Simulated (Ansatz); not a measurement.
**O started on a Si site in diamond Si, 216 atoms, charge −1**

All numbers come from Ansatz (PAW, plane waves, no spin–orbit coupling) at the single k point (¼, ¼, ¼) without its symmetry partners. The atoms were relaxed with PBEsol in a fixed cell; other functionals are single points on those atoms unless said otherwise. The valence top and gap of the host come from its small cell on a dense mesh, with the band extrema sought between the mesh points, lined up by the mean potential, PBEsol gap 0.46 eV, HSE06 gap 1.13 eV. The charge correction uses an assumed dielectric constant of 11.7.

Cell: a = 16.298 Å, b = 16.298 Å, c = 16.298 Å, α = 90.00°, β = 90.00°, γ = 90.00°.

Nearest atoms after relaxation, from the placed atom (for vacancies from the middle of the vacant sites): Si at 1.68 Å, Si at 1.69 Å, Si at 2.95 Å, Si at 2.95 Å, Si at 3.20 Å, Si at 3.20 Å, Si at 3.20 Å, Si at 3.21 Å.

Chemical potentials μ are those of reference phases of the elements at zero temperature by the same functional (the usual solids, diamond for C, grey Sn, and the molecules H2, N2, O2, F2, Cl2, Br2 and S8).

| functional | E(defect) − E(host) − Σ nμ + q·E_VBM (eV) | monopole (eV) | alignment (eV) | formation energy at E_F = VBM (eV) | moment (μB) | wall time, shared host |
| --- | --- | --- | --- | --- | --- | --- |
| PBEsol | -0.33 | 0.11 | 0.00 | -0.22 | 1.0 | 2.9 min on NVIDIA GB300 (relaxation) |
| HSE06 | 0.52 | 0.11 | 0.00 | 0.63 | 1.0 | 12 min on NVIDIA GB300 |

**Question.** How does the monopole term follow by hand for this cubic cell?

**Answer.** q²·α·e²/(4πε₀)/(2εL) with the Madelung constant α = 2.837 and e²/4πε₀ = 14.40 eV·Å: 1 × 2.837 × 14.40 / (2 × 11.7 × 16.298) = 0.11 eV.

HSE06 one-electron levels near the gap (the ten most localised at most), from the host's valence top, not corrected for the charge's images:

| level (eV) | spin | filling | atoms sharing it | element of the atom with most weight |
| --- | --- | --- | --- | --- |
| -0.25 | down | 1.00 | 91.2 | spread |
| -0.22 | up | 1.00 | 198.6 | spread |
| -0.09 | down | 1.00 | 26.9 | Si |
| 0.58 | up | 1.00 | 11.0 | Si |
| 1.29 | down | 0.00 | 48.2 | Si |
| 1.31 | down | 0.00 | 202.9 | spread |
| 1.34 | down | 0.00 | 201.4 | spread |
| 1.34 | up | 0.00 | 202.5 | spread |
| 1.34 | up | 0.00 | 203.0 | spread |
| 1.36 | down | 0.00 | 129.3 | spread |

One k point and a cell of this size can leave errors of several tenths of an eV in such numbers.

Oxygen does not behave as a simple substitutional atom here. It forms two short Si–O bonds of 1.68 and 1.69 Å, while the next silicon atoms, at 2.95 Å, are beyond bonding range. This matches the well-known vacancy–oxygen complex, or A centre: oxygen is too small to bond to all four silicon atoms around the vacancy and prefers a bridging, siloxane-like position. The two silicon atoms left over can pair up, and the extra electron probably enters the antibonding combination of their dangling orbitals. The filled, silicon-dominated spin-up level at 0.58 eV, near mid-gap in HSE06, and the moment of 1.0 μB fit this picture.

That level is not the acceptor transition, which experiment places close to the conduction band; an occupied orbital energy omits the relaxation that follows removal of the electron. The higher HSE06 formation energy probably reflects, in part, a deeper valence top. Because the oxygen reference is O2 rather than silica, the negative PBEsol value does not imply spontaneous formation in silicon that is in equilibrium with its oxide.
